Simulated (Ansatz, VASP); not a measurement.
# Ni: VASP beside Ansatz

```
CELL_PARAMETERS angstrom
0.00000 1.76234 1.76234
1.76234 0.00000 1.76234
1.76234 1.76234 0.00000
ATOMIC_POSITIONS crystal
Ni 0.00000 0.00000 0.00000
```

Alike in both runs: task single point; functional r2SCAN; k mesh 20 × 20 × 20; occupations gaussian, width 0.05 eV; collinear spin.

```csv
,VASP,Ansatz
version,VASP 6.6.1,Ansatz 0.2.0
potentials or method,"VASP PAW PBE potentials, release 64 (Ni)","scalar-relativistic, plane waves, PAW"
plane-wave cutoff (eV),520,500
valence electrons in the cell,10,18
```

Ansatz gave:

```
gap on the k mesh at the Fermi level (eV)                     : none
pressure (GPa)                                                : -7.8
net moment per atom (μB)                                      : 0.77
size of the moment on the site where the two differ most (μB) : 0.84
```

Question: Estimate VASP's values.

Answer: gap on the k mesh at the Fermi level (eV): none; pressure (GPa): -7.3; net moment per atom (μB): 0.75; size of the moment on the site where the two differ most (μB): 0.78.

Site moments also hang on the region over which each program counts them. A gap of «none» marks a metal or a gap that the smearing closes. The two sets of potentials don't hold the same shells in valence. Ansatz warned: «stability_check_not_made».

Caveats: the PAW data sets were made with another functional, which shifts forces and pressure a little (VASP).
